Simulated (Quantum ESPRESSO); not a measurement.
# How BaTe absorbs and reflects light, part 2 of 3

Aim: the dielectric function of BaTe, and the optical constants that follow from it. The cell comes from an older database entry, whose edges can differ from later determinations, mostly by under a per cent.

Quantum ESPRESSO 7.5; DFT, PBE, plane waves with norm-conserving potentials (PseudoDojo), scalar-relativistic, independent-particle optical response without local fields and without the non-local commutator.

So far. Step 2 (Ground state): There is a gap, 1.37 eV on this mesh (points off the mesh can give less), so no carriers' term is needed.

The database entry behind the starting cell differs from later determinations by our own check (about 2.5 % short), so it need not match the best structure at ambient conditions.

## (3) Ground state with the final occupations

Level of this step: DFT, PBE, plane waves with norm-conserving potentials (PseudoDojo), scalar-relativistic, ground state (Quantum ESPRESSO).

The ground state once more, with the occupations that the first run showed to fit.

The input, scf.in:

```
&control
  calculation = 'scf'
  prefix = 'x'
  outdir = './tmp'
  pseudo_dir = './'
  verbosity = 'high'
/
&system
  ibrav = 0
  nat = 2
  ntyp = 2
  ecutwfc = 70
  occupations = 'fixed'
/
&electrons
  conv_thr = 1e-09
  electron_maxstep = 100
/
ATOMIC_SPECIES
  Ba 1.0 Ba.upf
  Te 1.0 Te.upf
CELL_PARAMETERS angstrom
  0.000000000000 3.410000000000 3.410000000000
  3.410000000000 0.000000000000 3.410000000000
  3.410000000000 3.410000000000 0.000000000000
ATOMIC_POSITIONS crystal
  Ba 0.000000000000 0.000000000000 0.000000000000
  Te 0.500000000000 0.500000000000 0.500000000000
K_POINTS automatic
  6 6 6 0 0 0
```

Launch:

```console
$ mpirun -n 4 pw.x -nk 4 -in scf.in
```

What it wrote:

```text
[banner, memory and clock lines left out]

     using ibrav=0 with symmetry is DISCOURAGED, use correct ibrav instead

     G-vector sticks info

     bravais-lattice index     =            0
     lattice parameter (alat)  =       9.1131  a.u.
     unit-cell volume          =     535.1675 (a.u.)^3
     number of atoms/cell      =            2
     number of atomic types    =            2
     number of electrons       =        26.00
     number of Kohn-Sham states=           13
     kinetic-energy cutoff     =      70.0000  Ry
     charge density cutoff     =     280.0000  Ry
     scf convergence threshold =      1.0E-09
     mixing beta               =       0.7000
     number of iterations used =            8  plain     mixing
     Exchange-correlation= PBE
                           (   1   4   3   4   0   0   0)

     celldm(1)=   9.113144  celldm(2)=   0.000000  celldm(3)=   0.000000
     celldm(4)=   0.000000  celldm(5)=   0.000000  celldm(6)=   0.000000

     crystal axes: (cart. coord. in units of alat)
               a(1) = (   0.000000   0.707107   0.707107 )
               a(2) = (   0.707107   0.000000   0.707107 )
               a(3) = (   0.707107   0.707107   0.000000 )

     reciprocal axes: (cart. coord. in units 2 pi/alat)
               b(1) = ( -0.707107  0.707107  0.707107 )
               b(2) = (  0.707107 -0.707107  0.707107 )
               b(3) = (  0.707107  0.707107 -0.707107 )

     ./Ba.upf
     Pseudo is Norm-conserving + core correction, Zval = 10.0
     Generated using ONCVPSP code by D. R. Hamann
     Using radial grid of 1958 points,  6 beta functions with:
                l(1) =   0
                l(2) =   0
                l(3) =   1
                l(4) =   1
                l(5) =   2
                l(6) =   2

     ./Te.upf
     Pseudo is Norm-conserving + core correction, Zval = 16.0
     Generated using ONCVPSP code by D. R. Hamann
     Using radial grid of 1294 points,  6 beta functions with:
                l(1) =   0
                l(2) =   0
                l(3) =   1
                l(4) =   1
                l(5) =   2
                l(6) =   2

     atomic species   valence    mass     pseudopotential
     Ba               10.00     1.00000     Ba( 1.00)
     Te               16.00     1.00000     Te( 1.00)

     48 Sym. Ops., with inversion, found

                                    s                        frac. trans.

     [... symmetry matrices left out ...]
   Cartesian axes

     site n.     atom                  positions (alat units)
         1        Ba     tau(   1) = (   0.0000000   0.0000000   0.0000000  )
         2        Te     tau(   2) = (   0.7071068   0.7071068   0.7071068  )

   Crystallographic axes

     site n.     atom                  positions (cryst. coord.)
         1        Ba     tau(   1) = (  0.0000000  0.0000000  0.0000000  )
         2        Te     tau(   2) = (  0.5000000  0.5000000  0.5000000  )

     number of k points=    16
                       cart. coord. in units 2pi/alat
        k(    1) = (   0.0000000   0.0000000   0.0000000), wk =   0.0092593
        k(    2) = (   0.1178511   0.1178511  -0.1178511), wk =   0.0740741
        k(    3) = (   0.2357023   0.2357023  -0.2357023), wk =   0.0740741
        k(    4) = (  -0.3535534  -0.3535534   0.3535534), wk =   0.0370370
        k(    5) = (   0.2357023   0.0000000  -0.0000000), wk =   0.0555556
        k(    6) = (   0.3535534   0.1178511  -0.1178511), wk =   0.2222222
        k(    7) = (  -0.2357023  -0.4714045   0.4714045), wk =   0.2222222
        k(    8) = (  -0.1178511  -0.3535534   0.3535534), wk =   0.2222222
        k(    9) = (   0.0000000  -0.2357023   0.2357023), wk =   0.1111111
        k(   10) = (   0.4714045   0.0000000  -0.0000000), wk =   0.0555556
        k(   11) = (  -0.1178511  -0.5892557   0.5892557), wk =   0.2222222
        k(   12) = (  -0.0000000  -0.4714045   0.4714045), wk =   0.1111111
        k(   13) = (  -0.7071068   0.0000000   0.0000000), wk =   0.0277778
        k(   14) = (  -0.2357023  -0.4714045   0.7071068), wk =   0.2222222
        k(   15) = (  -0.1178511  -0.3535534   0.5892557), wk =   0.2222222
        k(   16) = (  -0.7071068   0.2357023   0.0000000), wk =   0.1111111

                       cryst. coord.
[...]
k(    9) = (   0.0000000   0.1666667  -0.1666667), wk =   0.1111111
        k(   10) = (  -0.0000000   0.3333333   0.3333333), wk =   0.0555556
        k(   11) = (   0.0000000   0.3333333  -0.5000000), wk =   0.2222222
        k(   12) = (   0.0000000   0.3333333  -0.3333333), wk =   0.1111111
        k(   13) = (   0.0000000  -0.5000000  -0.5000000), wk =   0.0277778
        k(   14) = (   0.1666667   0.3333333  -0.5000000), wk =   0.2222222
        k(   15) = (   0.1666667   0.3333333  -0.3333333), wk =   0.2222222
        k(   16) = (   0.1666667  -0.5000000  -0.3333333), wk =   0.1111111

     Dense  grid:    42255 G-vectors     FFT dimensions: (  50,  50,  50)

     Initial potential from superposition of free atoms

     starting charge      25.9832, renormalised to      26.0000
     Starting wfcs are   14 randomized atomic wfcs

     Self-consistent Calculation

     iteration #  1     ecut=    70.00 Ry     beta= 0.70
     Davidson diagonalization with overlap

            62 MiB given to the printing process from OS
            33 MiB allocation reported by mallinfo(arena+hblkhd)
------------------
     ethr =  1.00E-02,  avg # of iterations =  2.0

     Threshold (ethr) on eigenvalues was too large:
     Diagonalizing with lowered threshold

     Davidson diagonalization with overlap

            65 MiB given to the printing process from OS
            37 MiB allocation reported by mallinfo(arena+hblkhd)
------------------
     ethr =  2.22E-04,  avg # of iterations =  3.8

     total energy              =    -266.14850161 Ry
     estimated scf accuracy    <       0.03325381 Ry

     iteration #  2     ecut=    70.00 Ry     beta= 0.70
     Davidson diagonalization with overlap

            78 MiB given to the printing process from OS
            45 MiB allocation reported by mallinfo(arena+hblkhd)
------------------
     ethr =  1.28E-04,  avg # of iterations =  2.9

     total energy              =    -266.15389954 Ry
     estimated scf accuracy    <       0.00377234 Ry

     iteration #  3     ecut=    70.00 Ry     beta= 0.70
     Davidson diagonalization with overlap

            80 MiB given to the printing process from OS
            46 MiB allocation reported by mallinfo(arena+hblkhd)
------------------
     ethr =  1.45E-05,  avg # of iterations =  3.2

     total energy              =    -266.15494968 Ry
     estimated scf accuracy    <       0.00028390 Ry

     iteration #  4     ecut=    70.00 Ry     beta= 0.70
     Davidson diagonalization with overlap

            80 MiB given to the printing process from OS
            47 MiB allocation reported by mallinfo(arena+hblkhd)
------------------
     ethr =  1.09E-06,  avg # of iterations =  2.2

     total energy              =    -266.15498213 Ry
     estimated scf accuracy    <       0.00001537 Ry

     iteration #  5     ecut=    70.00 Ry     beta= 0.70
     Davidson diagonalization with overlap

            82 MiB given to the printing process from OS
            48 MiB allocation reported by mallinfo(arena+hblkhd)
------------------
     ethr =  5.91E-08,  avg # of iterations =  3.9

     total energy              =    -266.15498771 Ry
     estimated scf accuracy    <       0.00000047 Ry

     iteration #  6     ecut=    70.00 Ry     beta= 0.70
     Davidson diagonalization with overlap

            83 MiB given to the printing process from OS
            50 MiB allocation reported by mallinfo(arena+hblkhd)
------------------
     ethr =  1.81E-09,  avg # of iterations =  4.6

     total energy              =    -266.15498798 Ry
     estimated scf accuracy    <       0.00000003 Ry

     iteration #  7     ecut=    70.00 Ry     beta= 0.70
     Davidson diagonalization with overlap

            85 MiB given to the printing process from OS
            51 MiB allocation reported by mallinfo(arena+hblkhd)
------------------
     ethr =  1.29E-10,  avg # of iterations =  2.8

     total energy              =    -266.15498799 Ry
     estimated scf accuracy    <          3.4E-09 Ry

     iteration #  8     ecut=    70.00 Ry     beta= 0.70
     Davidson diagonalization with overlap

            86 MiB given to the printing process from OS
            52 MiB allocation reported by mallinfo(arena+hblkhd)
------------------
     ethr =  1.32E-11,  avg # of iterations =  4.3

     End of self-consistent calculation

          k = 0.0000 0.0000 0.0000 (  5209 PWs)   bands (ev):

   -27.6223 -27.6223 -27.6103 -27.6103 -27.6103 -19.3724  -4.5291  -4.5291
    -4.5291  -2.2704   7.4381   7.4381   7.4381

     occupation numbers
     1.0000   1.0000   1.0000   1.0000   1.0000   1.0000   1.0000   1.0000
     1.0000   1.0000   1.0000   1.0000   1.0000

          k = 0.1179 0.1179-0.1179 (  5270 PWs)   bands (ev):

   -27.6224 -27.6224 -27.6104 -27.6103 -27.6103 -19.3673  -4.7144  -4.5323
    -4.5323  -2.0009   6.5757   7.0052   7.0052

     occupation numbers
     1.0000   1.0000   1.0000   1.0000   1.0000   1.0000   1.0000   1.0000
     1.0000   1.0000   1.0000   1.0000   1.0000

          k = 0.2357 0.2357-0.2357 (  5303 PWs)   bands (ev):

   -27.6225 -27.6225 -27.6103 -27.6102 -27.6102 -19.3571  -5.0088  -4.5384
    -4.5384  -1.5203   5.4569   6.4044   6.4044

     occupation numbers
     1.0000   1.0000   1.0000   1.0000   1.0000   1.0000   1.0000   1.0000
     1.0000   1.0000   1.0000   1.0000   1.0000

          k =-0.3536-0.3536 0.3536 (  5252 PWs)   bands (ev):

   -27.6224 -27.6224 -27.6102 -27.6101 -27.6101 -19.3520  -5.1328  -4.5414
    -4.5414  -1.2920   5.0089   6.1698   6.1698

     occupation numbers
     1.0000   1.0000   1.0000   1.0000   1.0000   1.0000   1.0000   1.0000
     1.0000   1.0000   1.0000   1.0000   1.0000

     [... further k points left out ...]

     highest occupied level (ev):     7.4381

!    total energy              =    -266.15498799 Ry
     estimated scf accuracy    <          4.1E-10 Ry

     The total energy is the sum of the following terms:
     one-electron contribution =    -117.44154946 Ry
     hartree contribution      =      67.74063071 Ry
     xc contribution           =     -62.75017047 Ry
     ewald contribution        =    -153.70389877 Ry

     convergence has been achieved in   8 iterations

     XML data file, charge density, pseudopotentials, collected wavefunctions

                                        0.00s GPU  (     155 calls)
```

It took 5.6 s on 4 MPI ranks of Arm Neoverse V2, shared host; peak memory 0.08 GiB; 22 s of CPU time.

## (4) Bands on the whole mesh, 9×9×9

At the fixed density, many empty bands are solved on the mesh of the response, since the spectrum sums over them.

This step: DFT, PBE, plane waves with norm-conserving potentials (PseudoDojo), scalar-relativistic, bands at fixed density (Quantum ESPRESSO 7.5).

nscf.in, as its differences from scf.in of step 3:

```diff
@@ -1,3 +1,3 @@
 &control
-  calculation = 'scf'
+  calculation = 'nscf'
   prefix = 'x'
@@ -5,3 +5,2 @@
   pseudo_dir = './'
-  verbosity = 'high'
 /
@@ -13,2 +12,5 @@
   occupations = 'fixed'
+  nbnd = 44
+  nosym = .true.
+  noinv = .true.
 /
@@ -17,2 +19,3 @@
   electron_maxstep = 100
+  diago_full_acc = .true.
 /
@@ -29,2 +32,2 @@
 K_POINTS automatic
-  6 6 6 0 0 0
+  9 9 9 0 0 0
```

Launch:

```console
$ mpirun -n 4 pw.x -nk 4 -in nscf.in
```

What it wrote:

```text
[banner, memory and clock lines left out]

     Atomic positions and unit cell read from directory:

     G-vector sticks info

     bravais-lattice index     =            0
     lattice parameter (alat)  =       9.1131  a.u.
     unit-cell volume          =     535.1675 (a.u.)^3
     number of atoms/cell      =            2
     number of atomic types    =            2
     number of electrons       =        26.00
     number of Kohn-Sham states=           44
     kinetic-energy cutoff     =      70.0000  Ry
     charge density cutoff     =     280.0000  Ry
     Exchange-correlation= PBE
                           (   1   4   3   4   0   0   0)

     celldm(1)=   9.113144  celldm(2)=   0.000000  celldm(3)=   0.000000
     celldm(4)=   0.000000  celldm(5)=   0.000000  celldm(6)=   0.000000

     crystal axes: (cart. coord. in units of alat)
               a(1) = (   0.000000   0.707107   0.707107 )
               a(2) = (   0.707107   0.000000   0.707107 )
               a(3) = (   0.707107   0.707107   0.000000 )

     reciprocal axes: (cart. coord. in units 2 pi/alat)
               b(1) = ( -0.707107  0.707107  0.707107 )
               b(2) = (  0.707107 -0.707107  0.707107 )
               b(3) = (  0.707107  0.707107 -0.707107 )

     ./Ba.upf
     Pseudo is Norm-conserving + core correction, Zval = 10.0
     Generated using ONCVPSP code by D. R. Hamann
     Using radial grid of 1958 points,  6 beta functions with:
                l(1) =   0
                l(2) =   0
                l(3) =   1
                l(4) =   1
                l(5) =   2
                l(6) =   2

     ./Te.upf
     Pseudo is Norm-conserving + core correction, Zval = 16.0
     Generated using ONCVPSP code by D. R. Hamann
     Using radial grid of 1294 points,  6 beta functions with:
                l(1) =   0
                l(2) =   0
                l(3) =   1
                l(4) =   1
                l(5) =   2
                l(6) =   2

     atomic species   valence    mass     pseudopotential
     Ba               10.00     1.00000     Ba( 1.00)
     Te               16.00     1.00000     Te( 1.00)

     No symmetry found

   Cartesian axes

     site n.     atom                  positions (alat units)
         1        Ba     tau(   1) = (   0.0000000   0.0000000   0.0000000  )
         2        Te     tau(   2) = (   0.7071068   0.7071068   0.7071068  )

     number of k points=   729

     Number of k-points >= 100: set verbosity='high' to print them.

     Dense  grid:    42255 G-vectors     FFT dimensions: (  50,  50,  50)

     The potential is recalculated from file :

     Starting wfcs are   14 randomized atomic wfcs +   30 random wfcs

     Band Structure Calculation
     Davidson diagonalization with overlap

     ethr =  3.85E-12,  avg # of iterations = 49.2

     End of band structure calculation

     Number of k-points >= 100: set verbosity='high' to print the bands.

     highest occupied, lowest unoccupied level (ev):     7.4380    8.8396

     XML data file, pseudopotentials, collected wavefunctions

                                        0.00s GPU  (    9809 calls)

[... left out ...]
ulation
     Davidson diagonalization with overlap

     ethr =  3.85E-12,  avg # of iterations = 49.2

     End of band structure calculation

     Number of k-points >= 100: set verbosity='high' to print the bands.

     highest occupied, lowest unoccupied level (ev):     7.4380    8.8396

     XML data file, pseudopotentials, collected wavefunctions

                                        0.00s GPU  (    9809 calls)
```

Wall time 11 min (4 MPI ranks); peak memory 0.08 GiB.

(Continued in part 3 of 3.)

[Machine, clock, banner and «Message from routine» lines are left out of the logs.]

[Logs are printed without paths, hosts, clocks, repeated set-up lines and the standing remarks that a program may print on its own settings, such as how far it seeks lower states.]

[Hosts, paths, dates, database ids (printed as entryN), source tags and the programs' standing remarks are cut or masked in the printed files.]
